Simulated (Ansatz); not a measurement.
## Band structure of Cu

```
Cu
1.0
    -1.44262    1.44262    1.44262
     1.44262   -1.44262    1.44262
     1.44262    1.44262   -1.44262
Cu
1
Direct
  0.00000 0.00000 0.00000
```

The conventional cell has a = 2.885 Å, b = 2.885 Å, c = 2.885 Å, α = 90.00°, β = 90.00°, γ = 90.00°. Around Cu (atom 1) lie 8 Cu at 2.50 Å.

The structure comes from a relaxation in the same program, started in the bcc type, and has space group Im-3m. Whether it is a known phase or the ground state wasn't checked.

All numbers below come from DFT, PBE, all-electron LAPW, scalar-relativistic (Ansatz 0.2.0).

Sampling and basis: a Γ-centred 16×16×16 k mesh, Fermi–Dirac smearing of 0.08 eV, basis error target 0.25 meV/atom, no spin polarisation.

Points in fractions of the reciprocal vectors of this cell: Γ (0, 0, 0), H (0.5, -0.5, 0.5), N (0, 0, 0.5), P (0.25, 0.25, 0.25). The path joins them by straight lines in the order Γ–H–N–Γ–P–H–P–N; legs that retrace an earlier one aren't tabulated. Energies are in eV from the Fermi level.

List the levels at N between -14 and 7 eV.

-4.96, -3.75, -2.09, -1.94, -1.33, -0.61, 4.23.

List the levels at Γ between -14 and 7 eV.

-9.29, -3.05 (×3), -2.05 (×2).

List the levels at P between -14 and 7 eV.

-3.71 (×3), -1.92 (×2), 6.40 (×3).

What is the band gap?

none: with an odd electron count and no spin polarisation the bands can't all be full, a metal in this set-up (spin order or a larger cell could open a gap).
